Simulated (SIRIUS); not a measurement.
# Sb (Im-3m) in SIRIUS: a series of runs, part 2 of 3

SIRIUS 7.12.0.

## (4) Equation of state, LDA, 25.69 Å³/atom (volume scaled by 0.98)

sirius.json reads:

```json
{
  "control": {
    "processing_unit": "cpu",
    "std_evp_solver_name": "lapack",
    "gen_evp_solver_name": "lapack",
    "verbosity": 2,
    "print_forces": false,
    "ortho_rf": true,
    "use_second_variation": true,
    "rmt_max": 3.0,
    "num_bands_to_print": 18,
    "save_wf": true
  },
  "parameters": {
    "electronic_structure_method": "full_potential_lapwlo",
    "xc_functionals": ["XC_LDA_X", "XC_LDA_C_PW"],
    "core_relativity": "dirac",
    "valence_relativity": "iora",
    "num_fv_states": 18,
    "smearing": "fermi_dirac",
    "smearing_width": 0.0018374661,
    "pw_cutoff": 20,
    "gk_cutoff": 3.31,
    "lmax_apw": 10,
    "lmax_rho": 8,
    "lmax_pot": 8,
    "num_mag_dims": 0,
    "auto_rmt": 0,
    "ngridk": [10, 10, 10],
    "shiftk": [0, 0, 0],
    "num_dft_iter": 80,
    "energy_tol": 1e-07,
    "density_tol": 1e-05,
    "use_symmetry": true
  },
  "settings": {"tol_ne": 1e-10},
  "iterative_solver": {"type": "exact"},
  "mixer": {"type": "anderson", "beta": 0.5, "max_history": 8},
  "unit_cell": {
    "lattice_vectors": [
      [-3.5125873428, 3.5125873428, 3.5125873428],
      [3.5125873428, -3.5125873428, 3.5125873428],
      [3.5125873428, 3.5125873428, -3.5125873428]
    ],
    "atom_types": ["Sb"],
    "atom_files": {"Sb": "Sb.json"},
    "atoms": {"Sb": [[0.0, 0.0, 0.0]]}
  }
}
```

Sb.json reads:

```json
{
  "name": "antimony",
  "symbol": "Sb",
  "number": 51,
  "mass": 121.76,
  "rmin": 1e-06,
  "rmt": 2.54,
  "nrmt": 800,
  "rinf": 15.52,
  "core": "1s2s2p3s3p3d",
  "valence": [
    {"basis": [{"enu": 0.09, "dme": 0, "n": 0, "auto": 0}, {"enu": 0.09, "dme": 1, "n": 0, "auto": 0}]},
    {"l": 0, "n": 1, "basis": [{"enu": 0.0919, "dme": 0, "n": 0, "auto": 0}]},
    {"l": 1, "n": 2, "basis": [{"enu": 0.19, "dme": 0, "n": 0, "auto": 0}]},
    {"l": 2, "n": 3, "basis": [{"enu": 0.19, "dme": 0, "n": 0, "auto": 0}]},
    {"l": 3, "n": 4, "basis": [{"enu": 0.19, "dme": 0, "n": 0, "auto": 0}]}
  ],
  "lo": [
    {
      "l": 0,
      "basis": [{"enu": 0.0919, "dme": 0, "n": 0, "auto": 0}, {"enu": 0.0919, "dme": 1, "n": 0, "auto": 0}]
    },
    {
      "l": 0,
      "basis": [{"enu": -5.067, "dme": 0, "n": 4, "auto": 1}, {"enu": -5.067, "dme": 1, "n": 4, "auto": 1}]
    },
    {
      "l": 0,
      "basis": [{"enu": -5.067, "dme": 1, "n": 4, "auto": 1}, {"enu": 0.0919, "dme": 0, "n": 0, "auto": 0}]
    },
    {
      "l": 0,
      "basis": [{"enu": 0.0919, "dme": 0, "n": 0, "auto": 0}, {"enu": 2.572, "dme": 0, "n": 0, "auto": 0}]
    },
    {"l": 1, "basis": [{"enu": 0.19, "dme": 0, "n": 0, "auto": 0}, {"enu": 0.19, "dme": 1, "n": 0, "auto": 0}]},
    {
      "l": 1,
      "basis": [{"enu": -3.355, "dme": 0, "n": 4, "auto": 1}, {"enu": -3.355, "dme": 1, "n": 4, "auto": 1}]
    },
    {"l": 1, "basis": [{"enu": -3.355, "dme": 1, "n": 4, "auto": 1}, {"enu": 0.19, "dme": 0, "n": 0, "auto": 0}]},
    {"l": 1, "basis": [{"enu": 0.19, "dme": 0, "n": 0, "auto": 0}, {"enu": 3.042, "dme": 0, "n": 0, "auto": 0}]},
    {"l": 2, "basis": [{"enu": 0.19, "dme": 0, "n": 0, "auto": 0}, {"enu": 0.19, "dme": 1, "n": 0, "auto": 0}]},
    {
      "l": 2,
      "basis": [{"enu": -0.8618, "dme": 0, "n": 4, "auto": 1}, {"enu": -0.8618, "dme": 1, "n": 4, "auto": 1}]
    },
    {
      "l": 2,
      "basis": [{"enu": -0.8618, "dme": 1, "n": 4, "auto": 1}, {"enu": 0.19, "dme": 0, "n": 0, "auto": 0}]
    },
    {"l": 2, "basis": [{"enu": 0.19, "dme": 0, "n": 0, "auto": 0}, {"enu": 3.414, "dme": 0, "n": 0, "auto": 0}]},
    {"l": 3, "basis": [{"enu": 0.19, "dme": 0, "n": 0, "auto": 0}, {"enu": 0.19, "dme": 1, "n": 0, "auto": 0}]},
    {"l": 3, "basis": [{"enu": 0.19, "dme": 0, "n": 0, "auto": 0}, {"enu": 2.887, "dme": 0, "n": 0, "auto": 0}]}
  ],
  "free_atom": [... radial grid and density of the free atom, the start of the SCF ...]
}
```

sirius_start.json reads:

```json
{
  "control": {
    "processing_unit": "cpu",
    "std_evp_solver_name": "lapack",
    "gen_evp_solver_name": "lapack",
    "verbosity": 1,
    "print_forces": false,
    "ortho_rf": true,
    "use_second_variation": true,
    "rmt_max": 3.0,
    "num_bands_to_print": 18,
    "save_wf": false
  },
  "parameters": {
    "electronic_structure_method": "full_potential_lapwlo",
    "xc_functionals": ["XC_LDA_X", "XC_LDA_C_PW"],
    "core_relativity": "dirac",
    "valence_relativity": "iora",
    "num_fv_states": 18,
    "smearing": "fermi_dirac",
    "smearing_width": 0.0055123983,
    "pw_cutoff": 20,
    "gk_cutoff": 2.65,
    "lmax_apw": 10,
    "lmax_rho": 8,
    "lmax_pot": 8,
    "num_mag_dims": 0,
    "auto_rmt": 0,
    "ngridk": [4, 4, 4],
    "shiftk": [0, 0, 0],
    "num_dft_iter": 30,
    "energy_tol": 0.01,
    "density_tol": 0.05,
    "use_symmetry": true
  },
  "settings": {"tol_ne": 1e-10},
  "iterative_solver": {"type": "exact"},
  "mixer": {"type": "anderson", "beta": 0.5, "max_history": 8},
  "unit_cell": {
    "lattice_vectors": [
      [-3.5125873428, 3.5125873428, 3.5125873428],
      [3.5125873428, -3.5125873428, 3.5125873428],
      [3.5125873428, 3.5125873428, -3.5125873428]
    ],
    "atom_types": ["Sb"],
    "atom_files": {"Sb": "Sb.json"},
    "atoms": {"Sb": [[0.0, 0.0, 0.0]]}
  }
}
```

Command:

```
OMP_NUM_THREADS=1 sirius.scf --input=sirius_start.json --output=start.json
OMP_NUM_THREADS=1 sirius.scf --input=sirius.json --output=output.json --task=1
```

Wall time 22 s (1 thread of Arm Neoverse V1, shared host); peak memory 0.32 GiB.

It converged, with:

```yaml
Free_energy: -176278.4058 eV
Band_gap_on_the_k_mesh: none (metal or under the smearing width)
All_electrons_inside_the_program's_atomic_spheres: Sb 48.79 (radii Sb 2.54 bohr)
```

## (5) Equation of state, LDA, 26.21 Å³/atom

Edit sirius.json of step 4 so:

```diff
@@ -40,5 +40,5 @@
     "lattice_vectors": [
-      [-3.5125873428, 3.5125873428, 3.5125873428],
-      [3.5125873428, -3.5125873428, 3.5125873428],
-      [3.5125873428, 3.5125873428, -3.5125873428]
+      [-3.5363217609, 3.5363217609, 3.5363217609],
+      [3.5363217609, -3.5363217609, 3.5363217609],
+      [3.5363217609, 3.5363217609, -3.5363217609]
     ],
```

Sb.json reads:

```json
{
  "name": "antimony",
  "symbol": "Sb",
  "number": 51,
  "mass": 121.76,
  "rmin": 1e-06,
  "rmt": 2.54,
  "nrmt": 800,
  "rinf": 15.52,
  "core": "1s2s2p3s3p3d",
  "valence": [
    {"basis": [{"enu": 0.08, "dme": 0, "n": 0, "auto": 0}, {"enu": 0.08, "dme": 1, "n": 0, "auto": 0}]},
    {"l": 0, "n": 1, "basis": [{"enu": 0.082, "dme": 0, "n": 0, "auto": 0}]},
    {"l": 1, "n": 2, "basis": [{"enu": 0.18, "dme": 0, "n": 0, "auto": 0}]},
    {"l": 2, "n": 3, "basis": [{"enu": 0.18, "dme": 0, "n": 0, "auto": 0}]},
    {"l": 3, "n": 4, "basis": [{"enu": 0.18, "dme": 0, "n": 0, "auto": 0}]}
  ],
  "lo": [
    {"l": 0, "basis": [{"enu": 0.082, "dme": 0, "n": 0, "auto": 0}, {"enu": 0.082, "dme": 1, "n": 0, "auto": 0}]},
    {
      "l": 0,
      "basis": [{"enu": -5.077, "dme": 0, "n": 4, "auto": 1}, {"enu": -5.077, "dme": 1, "n": 4, "auto": 1}]
    },
    {
      "l": 0,
      "basis": [{"enu": -5.077, "dme": 1, "n": 4, "auto": 1}, {"enu": 0.082, "dme": 0, "n": 0, "auto": 0}]
    },
    {"l": 0, "basis": [{"enu": 0.082, "dme": 0, "n": 0, "auto": 0}, {"enu": 2.562, "dme": 0, "n": 0, "auto": 0}]},
    {"l": 1, "basis": [{"enu": 0.18, "dme": 0, "n": 0, "auto": 0}, {"enu": 0.18, "dme": 1, "n": 0, "auto": 0}]},
    {
      "l": 1,
      "basis": [{"enu": -3.365, "dme": 0, "n": 4, "auto": 1}, {"enu": -3.365, "dme": 1, "n": 4, "auto": 1}]
    },
    {"l": 1, "basis": [{"enu": -3.365, "dme": 1, "n": 4, "auto": 1}, {"enu": 0.18, "dme": 0, "n": 0, "auto": 0}]},
    {"l": 1, "basis": [{"enu": 0.18, "dme": 0, "n": 0, "auto": 0}, {"enu": 3.032, "dme": 0, "n": 0, "auto": 0}]},
    {"l": 2, "basis": [{"enu": 0.18, "dme": 0, "n": 0, "auto": 0}, {"enu": 0.18, "dme": 1, "n": 0, "auto": 0}]},
    {
      "l": 2,
      "basis": [{"enu": -0.8718, "dme": 0, "n": 4, "auto": 1}, {"enu": -0.8718, "dme": 1, "n": 4, "auto": 1}]
    },
    {
      "l": 2,
      "basis": [{"enu": -0.8718, "dme": 1, "n": 4, "auto": 1}, {"enu": 0.18, "dme": 0, "n": 0, "auto": 0}]
    },
    {"l": 2, "basis": [{"enu": 0.18, "dme": 0, "n": 0, "auto": 0}, {"enu": 3.404, "dme": 0, "n": 0, "auto": 0}]},
    {"l": 3, "basis": [{"enu": 0.18, "dme": 0, "n": 0, "auto": 0}, {"enu": 0.18, "dme": 1, "n": 0, "auto": 0}]},
    {"l": 3, "basis": [{"enu": 0.18, "dme": 0, "n": 0, "auto": 0}, {"enu": 2.877, "dme": 0, "n": 0, "auto": 0}]}
  ],
  "free_atom": [... radial grid and density of the free atom, the start of the SCF ...]
}
```

Edit sirius_start.json of step 4 so:

```diff
@@ -40,5 +40,5 @@
     "lattice_vectors": [
-      [-3.5125873428, 3.5125873428, 3.5125873428],
-      [3.5125873428, -3.5125873428, 3.5125873428],
-      [3.5125873428, 3.5125873428, -3.5125873428]
+      [-3.5363217609, 3.5363217609, 3.5363217609],
+      [3.5363217609, -3.5363217609, 3.5363217609],
+      [3.5363217609, 3.5363217609, -3.5363217609]
     ],
```

Command:

```
OMP_NUM_THREADS=1 sirius.scf --input=sirius_start.json --output=start.json
OMP_NUM_THREADS=1 sirius.scf --input=sirius.json --output=output.json --task=1
```

Wall time 23 s (1 thread of Arm Neoverse V1, shared host); peak memory 0.32 GiB.

Results (log left out):

| Item | Value |
| --- | --- |
| Free energy | -176278.4044 eV |
| Band gap on the k mesh | none (metal or under the smearing width) |
| All electrons inside the program's atomic spheres | Sb 48.77 (radii Sb 2.54 bohr) |

## (6) Equation of state, LDA, 26.74 Å³/atom (volume scaled by 1.02)

Edit sirius.json of step 5 so:

```diff
@@ -40,5 +40,5 @@
     "lattice_vectors": [
-      [-3.5363217609, 3.5363217609, 3.5363217609],
-      [3.5363217609, -3.5363217609, 3.5363217609],
-      [3.5363217609, 3.5363217609, -3.5363217609]
+      [-3.5597417929, 3.5597417929, 3.5597417929],
+      [3.5597417929, -3.5597417929, 3.5597417929],
+      [3.5597417929, 3.5597417929, -3.5597417929]
     ],
```

Sb.json reads:

```json
{
  "name": "antimony",
  "symbol": "Sb",
  "number": 51,
  "mass": 121.76,
  "rmin": 1e-06,
  "rmt": 2.54,
  "nrmt": 800,
  "rinf": 15.52,
  "core": "1s2s2p3s3p3d",
  "valence": [
    {"basis": [{"enu": 0.07, "dme": 0, "n": 0, "auto": 0}, {"enu": 0.07, "dme": 1, "n": 0, "auto": 0}]},
    {"l": 0, "n": 1, "basis": [{"enu": 0.072, "dme": 0, "n": 0, "auto": 0}]},
    {"l": 1, "n": 2, "basis": [{"enu": 0.17, "dme": 0, "n": 0, "auto": 0}]},
    {"l": 2, "n": 3, "basis": [{"enu": 0.17, "dme": 0, "n": 0, "auto": 0}]},
    {"l": 3, "n": 4, "basis": [{"enu": 0.17, "dme": 0, "n": 0, "auto": 0}]}
  ],
  "lo": [
    {"l": 0, "basis": [{"enu": 0.072, "dme": 0, "n": 0, "auto": 0}, {"enu": 0.072, "dme": 1, "n": 0, "auto": 0}]},
    {
      "l": 0,
      "basis": [{"enu": -5.087, "dme": 0, "n": 4, "auto": 1}, {"enu": -5.087, "dme": 1, "n": 4, "auto": 1}]
    },
    {
      "l": 0,
      "basis": [{"enu": -5.087, "dme": 1, "n": 4, "auto": 1}, {"enu": 0.072, "dme": 0, "n": 0, "auto": 0}]
    },
    {"l": 0, "basis": [{"enu": 0.072, "dme": 0, "n": 0, "auto": 0}, {"enu": 2.552, "dme": 0, "n": 0, "auto": 0}]},
    {"l": 1, "basis": [{"enu": 0.17, "dme": 0, "n": 0, "auto": 0}, {"enu": 0.17, "dme": 1, "n": 0, "auto": 0}]},
    {
      "l": 1,
      "basis": [{"enu": -3.375, "dme": 0, "n": 4, "auto": 1}, {"enu": -3.375, "dme": 1, "n": 4, "auto": 1}]
    },
    {"l": 1, "basis": [{"enu": -3.375, "dme": 1, "n": 4, "auto": 1}, {"enu": 0.17, "dme": 0, "n": 0, "auto": 0}]},
    {"l": 1, "basis": [{"enu": 0.17, "dme": 0, "n": 0, "auto": 0}, {"enu": 3.022, "dme": 0, "n": 0, "auto": 0}]},
    {"l": 2, "basis": [{"enu": 0.17, "dme": 0, "n": 0, "auto": 0}, {"enu": 0.17, "dme": 1, "n": 0, "auto": 0}]},
    {
      "l": 2,
      "basis": [{"enu": -0.8818, "dme": 0, "n": 4, "auto": 1}, {"enu": -0.8818, "dme": 1, "n": 4, "auto": 1}]
    },
    {
      "l": 2,
      "basis": [{"enu": -0.8818, "dme": 1, "n": 4, "auto": 1}, {"enu": 0.17, "dme": 0, "n": 0, "auto": 0}]
    },
    {"l": 2, "basis": [{"enu": 0.17, "dme": 0, "n": 0, "auto": 0}, {"enu": 3.394, "dme": 0, "n": 0, "auto": 0}]},
    {"l": 3, "basis": [{"enu": 0.17, "dme": 0, "n": 0, "auto": 0}, {"enu": 0.17, "dme": 1, "n": 0, "auto": 0}]},
    {"l": 3, "basis": [{"enu": 0.17, "dme": 0, "n": 0, "auto": 0}, {"enu": 2.867, "dme": 0, "n": 0, "auto": 0}]}
  ],
  "free_atom": [... radial grid and density of the free atom, the start of the SCF ...]
}
```

Edit sirius_start.json of step 5 so:

```diff
@@ -40,5 +40,5 @@
     "lattice_vectors": [
-      [-3.5363217609, 3.5363217609, 3.5363217609],
-      [3.5363217609, -3.5363217609, 3.5363217609],
-      [3.5363217609, 3.5363217609, -3.5363217609]
+      [-3.5597417929, 3.5597417929, 3.5597417929],
+      [3.5597417929, -3.5597417929, 3.5597417929],
+      [3.5597417929, 3.5597417929, -3.5597417929]
     ],
```

Potentials or basis: all-electron FP-LAPW, apw+lo standard.

Command:

```
OMP_NUM_THREADS=1 sirius.scf --input=sirius_start.json --output=start.json
OMP_NUM_THREADS=1 sirius.scf --input=sirius.json --output=output.json --task=1
```

Wall time 23 s (1 thread of Arm Neoverse V1, shared host); peak memory 0.32 GiB.

It converged, with:

| Quantity | Value |
| --- | --- |
| Free energy | -176278.3981 eV |
| Band gap on the k mesh | none (metal or under the smearing width) |
| All electrons inside the program's atomic spheres | Sb 48.76 (radii Sb 2.54 bohr) |

## (7) Equation of state, LDA, 27.26 Å³/atom (volume scaled by 1.04)

Edit sirius.json of step 6 so:

```diff
@@ -40,5 +40,5 @@
     "lattice_vectors": [
-      [-3.5597417929, 3.5597417929, 3.5597417929],
-      [3.5597417929, -3.5597417929, 3.5597417929],
-      [3.5597417929, 3.5597417929, -3.5597417929]
+      [-3.582857647, 3.582857647, 3.582857647],
+      [3.582857647, -3.582857647, 3.582857647],
+      [3.582857647, 3.582857647, -3.582857647]
     ],
```

Sb.json reads:

```json
{
  "name": "antimony",
  "symbol": "Sb",
  "number": 51,
  "mass": 121.76,
  "rmin": 1e-06,
  "rmt": 2.54,
  "nrmt": 800,
  "rinf": 15.52,
  "core": "1s2s2p3s3p3d",
  "valence": [
    {"basis": [{"enu": 0.06, "dme": 0, "n": 0, "auto": 0}, {"enu": 0.06, "dme": 1, "n": 0, "auto": 0}]},
    {"l": 0, "n": 1, "basis": [{"enu": 0.0619, "dme": 0, "n": 0, "auto": 0}]},
    {"l": 1, "n": 2, "basis": [{"enu": 0.16, "dme": 0, "n": 0, "auto": 0}]},
    {"l": 2, "n": 3, "basis": [{"enu": 0.16, "dme": 0, "n": 0, "auto": 0}]},
    {"l": 3, "n": 4, "basis": [{"enu": 0.16, "dme": 0, "n": 0, "auto": 0}]}
  ],
  "lo": [
    {
      "l": 0,
      "basis": [{"enu": 0.0619, "dme": 0, "n": 0, "auto": 0}, {"enu": 0.0619, "dme": 1, "n": 0, "auto": 0}]
    },
    {
      "l": 0,
      "basis": [{"enu": -5.097, "dme": 0, "n": 4, "auto": 1}, {"enu": -5.097, "dme": 1, "n": 4, "auto": 1}]
    },
    {
      "l": 0,
      "basis": [{"enu": -5.097, "dme": 1, "n": 4, "auto": 1}, {"enu": 0.0619, "dme": 0, "n": 0, "auto": 0}]
    },
    {
      "l": 0,
      "basis": [{"enu": 0.0619, "dme": 0, "n": 0, "auto": 0}, {"enu": 2.542, "dme": 0, "n": 0, "auto": 0}]
    },
    {"l": 1, "basis": [{"enu": 0.16, "dme": 0, "n": 0, "auto": 0}, {"enu": 0.16, "dme": 1, "n": 0, "auto": 0}]},
    {
      "l": 1,
      "basis": [{"enu": -3.385, "dme": 0, "n": 4, "auto": 1}, {"enu": -3.385, "dme": 1, "n": 4, "auto": 1}]
    },
    {"l": 1, "basis": [{"enu": -3.385, "dme": 1, "n": 4, "auto": 1}, {"enu": 0.16, "dme": 0, "n": 0, "auto": 0}]},
    {"l": 1, "basis": [{"enu": 0.16, "dme": 0, "n": 0, "auto": 0}, {"enu": 3.012, "dme": 0, "n": 0, "auto": 0}]},
    {"l": 2, "basis": [{"enu": 0.16, "dme": 0, "n": 0, "auto": 0}, {"enu": 0.16, "dme": 1, "n": 0, "auto": 0}]},
    {
      "l": 2,
      "basis": [{"enu": -0.8918, "dme": 0, "n": 4, "auto": 1}, {"enu": -0.8918, "dme": 1, "n": 4, "auto": 1}]
    },
    {
      "l": 2,
      "basis": [{"enu": -0.8918, "dme": 1, "n": 4, "auto": 1}, {"enu": 0.16, "dme": 0, "n": 0, "auto": 0}]
    },
    {"l": 2, "basis": [{"enu": 0.16, "dme": 0, "n": 0, "auto": 0}, {"enu": 3.384, "dme": 0, "n": 0, "auto": 0}]},
    {"l": 3, "basis": [{"enu": 0.16, "dme": 0, "n": 0, "auto": 0}, {"enu": 0.16, "dme": 1, "n": 0, "auto": 0}]},
    {"l": 3, "basis": [{"enu": 0.16, "dme": 0, "n": 0, "auto": 0}, {"enu": 2.857, "dme": 0, "n": 0, "auto": 0}]}
  ],
  "free_atom": [... radial grid and density of the free atom, the start of the SCF ...]
}
```

Edit sirius_start.json of step 6 so:

```diff
@@ -40,5 +40,5 @@
     "lattice_vectors": [
-      [-3.5597417929, 3.5597417929, 3.5597417929],
-      [3.5597417929, -3.5597417929, 3.5597417929],
-      [3.5597417929, 3.5597417929, -3.5597417929]
+      [-3.582857647, 3.582857647, 3.582857647],
+      [3.582857647, -3.582857647, 3.582857647],
+      [3.582857647, 3.582857647, -3.582857647]
     ],
```

Command:

```
OMP_NUM_THREADS=1 sirius.scf --input=sirius_start.json --output=start.json
OMP_NUM_THREADS=1 sirius.scf --input=sirius.json --output=output.json --task=1
```

Run time: 23 s. Hardware: 1 thread of Arm Neoverse V1, shared host; peak memory 0.33 GiB.

Results (log left out):

| Property | Result |
| --- | --- |
| Free energy | -176278.3879 eV |
| Band gap on the k mesh | none (metal or under the smearing width) |
| All electrons inside the program's atomic spheres | Sb 48.75 (radii Sb 2.54 bohr) |

[end of part 2 of 3]
